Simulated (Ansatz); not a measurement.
BaTe, CsCl type, relaxed with r2SCAN: 5 runs in Ansatz, each a construction of maximally localised Wannier functions. Space group Pm-3m (No. 221), cubic; a = 4.245 Å in the conventional setting, 38.24 Å³ an atom. Around Ba lie 8 Te at 3.68 Å; around Te lie 8 Ba at 3.68 Å. These are computed values for a spin-unpolarised cell that may be hypothetical; none is a measurement.

```xyz
2
Lattice="4.2448 0.0000 0.0000 0.0000 4.2448 0.0000 0.0000 0.0000 4.2448" Properties=species:S:1:pos:R:3 pbc="T T T"
Ba    0.0000    0.0000    0.0000
Te    2.1224    2.1224    2.1224
```

Windows count from the top of the filled bands; a dash means that no such window was set (without an outer window there is no disentanglement).

```tsv
functional	SCF mesh	trial orbitals	functions	mesh	window (eV)	frozen (eV)	Ω total (Å²)	Ω invariant (Å²)	largest spread (Å²)	least projectability	interpolation miss of the model's filled bands (eV, to the nearest computed level)
PBE	6×6×6	Te s, Te p	4	6×6×6	–	–	11.79	10.15	2.96	0.89	0.057
PBE	6×6×6	Te p	3	4×4×4	–	–	10.21	10.18	3.40	0.89	0.138
r2SCAN	6×6×6	Te s, Te p	4	4×4×4	–	–	10.45	8.84	2.62	0.91	0.116
HSE06	4×4×4	Te s, Te p	4	4×4×4	–	–	10.57	8.94	2.65	0.91	–
```

Question: Estimate from these rows what the further settings give.
```
functional  SCF mesh  trial orbitals  functions   mesh  window (eV)  frozen (eV)
       PBE     6×6×6      Te s, Te p          4  4×4×4            –            –
```

Answer:
```tsv
functional	SCF mesh	trial orbitals	functions	mesh	window (eV)	frozen (eV)	Ω total (Å²)	Ω invariant (Å²)	largest spread (Å²)	least projectability	interpolation miss of the model's filled bands (eV, to the nearest computed level)
PBE	6×6×6	Te s, Te p	4	4×4×4	–	–	10.87	9.26	2.73	0.90	0.140
```

For Te s, Te p with PBE the spread goes 10.87 Å² (4×4×4), 11.79 Å² (6×6×6): finite differences on a coarse mesh understate it.

Spin-orbit coupling is left out, which matters wherever the heavy atoms make up the band edges.
